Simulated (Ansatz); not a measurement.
# CaSe (CsCl type): gap against strain (epitaxial in the xy plane)

CaSe, CsCl type, relaxed with r2SCAN in Ansatz 0.2.0, then strained (epitaxial in the xy plane; changes of length per length, axes as in the cell below) with the atoms relaxed again within the symmetry that is left. It is cubic, Pm-3m (No. 221); a = 3.635 Å in the conventional setting, 24.01 Å³ an atom. Around Ca lie 8 Se at 3.15 Å; around Se lie 8 Ca at 3.15 Å. Simulation only: spin-unpolarised, and no claim that this is the phase found in nature.

```
Ca Se
1.0
     3.63478    0.00000    0.00000
     0.00000    3.63478    0.00000
     0.00000    0.00000    3.63478
Ca Se
1 1
Direct
  0.00000 0.00000 0.00000
  0.50000 0.50000 0.50000
```

Gaps are the least over each mesh (PBE 8×8×8, r2SCAN 8×8×8, HSE06 6×6×6 when unstrained) and the special points, which keep their unstrained names; stress is the change from the unstrained cell, compression positive.

| strain (%) | free normal strain (%) | gap, PBE (eV) | gap, r2SCAN (eV) | gap, HSE06 (eV) | edges, HSE06 | in-plane stress, r2SCAN (GPa) | energy rise, r2SCAN (meV/atom) |
| --- | --- | --- | --- | --- | --- | --- | --- |
| 0.0 | 0.00 | 0.771 | 1.236 | 1.540 | M | 0.00 | 0.0 |
| +0.45 | +0.01 | 0.742 | 1.205 | 1.509 | M | -0.73 | 0.6 |
| +5.91 | +0.47 | 0.400 | 0.842 | 1.137 | M | -7.56 | 77.1 |

**Question.** Estimate the row for a strain of +0.32 %.

**Answer.**

| strain (%) | free normal strain (%) | gap, PBE (eV) | gap, r2SCAN (eV) | gap, HSE06 (eV) | edges, HSE06 | in-plane stress, r2SCAN (GPa) | energy rise, r2SCAN (meV/atom) |
| --- | --- | --- | --- | --- | --- | --- | --- |
| +0.32 | -0.02 | 0.747 | 1.211 | 1.515 | M | -0.52 | 0.3 |

The runs are scalar-relativistic, without spin-orbit coupling.

The meshes of the hybrids are coarse, so their gaps aren't converged to the digits shown.
